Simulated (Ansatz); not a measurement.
Rock-salt NaBr was calculated with Hartree–Fock in Ansatz (plane waves, PAW).

The input as run:

Ansatz 0.2 input:
```yaml
crystal:
  lattice:
    - [0.0, 3.1287852438, 3.1287852438]
    - [3.1287852438, 0.0, 3.1287852438]
    - [3.1287852438, 3.1287852438, 0.0]
  atoms:
    - { symbol: Na, position: [0.0, 0.0, 0.0] }
    - { symbol: Br, position: [0.5, 0.5, 0.5] }
basis:
  ecutwfc: 460
  ecutrho_ratio: 4
  xc_grid: 2
kpoints:
  mp_grid: { grid: [8, 8, 8] }
hamiltonian:
  xc: hf
  dispersion: none
  pseudopotentials: { kind: paw }
scf:
  occupations: { method: fermi_dirac, width: 0.01 }
  convergence: { dr2_threshold: 0.0000000002 }
output:
  forces: true
  stress: true
  eigenvalues: true
```

**Question.** How many irreducible k-points, plane waves at Γ does the program set up, and what pressure does the run end with?

**Answer.** 29 irreducible k-points, 1363 plane waves at Γ; P = -0.76 GPa, so the cell is stretched on average and its volume would shrink at this level.

Output (set-up and result lines):

```
WARN output.stress: scf.exx.energy_threshold = 1e-6 eV is looser than the 2e-8 eV advised for a stress under a hybrid functional (1e-8 eV for each atom of the …
Crystal: 2 atoms, lattice volume = 61.257 Å³
Basis set: ecut = 460 eV, 1363 PW (Γ), exchange–correlation on 64×64×64 points (8 copies of the dense FFT grid, shifted against one another)
Bands: 12, of which v1, the nominal top of the filled ones, is band 8 counted from 1 (7 counted from 0)
Symmetry: 48 space group operations
Space group: Fm-3m (ITA 225), of the structure as read, at distance tolerance 3.9e-5 Å
k-points: 29 of 512
Functional: x = pbe(κ = 0.804, μ = 0.2195149727645171), c = none, warm-up for x = 0 pbe(κ = 0.804, μ = 0.2195149727645171) + 1 exact, c = none
SCF iter   1: F=—  HF=-4215.529107 eV  |F-HF|=—  |Δ(HF+E_count)|=         —  Δρ=7.60e-3  dr2=4.65e-2
SCF iter   2: F=-4215.509422 eV  HF=-4215.509602 eV  |F-HF|=1.81e-4  |Δ(HF+E_count)|=   1.95e-2  Δρ=8.21e-4  dr2=4.32e-4
Crystal: 2 atoms, lattice volume = 61.257 Å³
Initial density: handed on by an earlier stage of this run
Functional: x = 0 pbe(κ = 0.804, μ = 0.2195149727645171) + 1 exact, c = none
  ...
Crystal: 2 atoms, lattice volume = 61.257 Å³
Crystal: 2 atoms, lattice volume = 61.257 Å³
Crystal: 2 atoms, lattice volume = 61.257 Å³
SCF iter   3: F=—  HF=-4224.737027 eV  |F-HF|=—  |Δ(HF+E_count)|=   1.77e-9  Δρ=1.35e-6  dr2=7.21e-10
SCF iter   4: F=-4224.737027 eV  HF=-4224.737027 eV  |F-HF|=1.46e-10  |Δ(HF+E_count)|=  3.91e-10  Δρ=5.65e-7  dr2=9.27e-11
SCF 5 converged in 4 iterations: F = -4224.737027 eV  dr2 = 9.27e-11
Free energy (F): -4224.737027 eV
Internal energy: -4224.737027 eV  (E = F + TS)
E sigma→0 (E₀):  -4224.737027 eV
Fermi energy:    2.369598 eV
--- Forces (eV/Å), atoms counted from 1 ---
  atom   1  Na    -0.00000000     0.00000000    -0.00000000
  atom   2  Br     0.00000000    -0.00000000     0.00000000
--- Stress (GPa, compression-positive) ---
       -0.761948      -0.000000      -0.000000
       -0.000000      -0.761948       0.000000
       -0.000000      -0.000000      -0.761948
  P = ⅓ Tr σ = -0.7619 GPa (-7.619 kbar)
```

The cell is one volume of an energy–volume scan, off the minimum.

The PAW data were made under PBE.

Note: the cell is over a tenth larger than the published one: the level's own overestimate first of all, though another phase or state, or a fault of the published cell, is possible.

Cost on a shared machine: roughly 60 core-seconds.

Ansatz is a program for electronic structure.
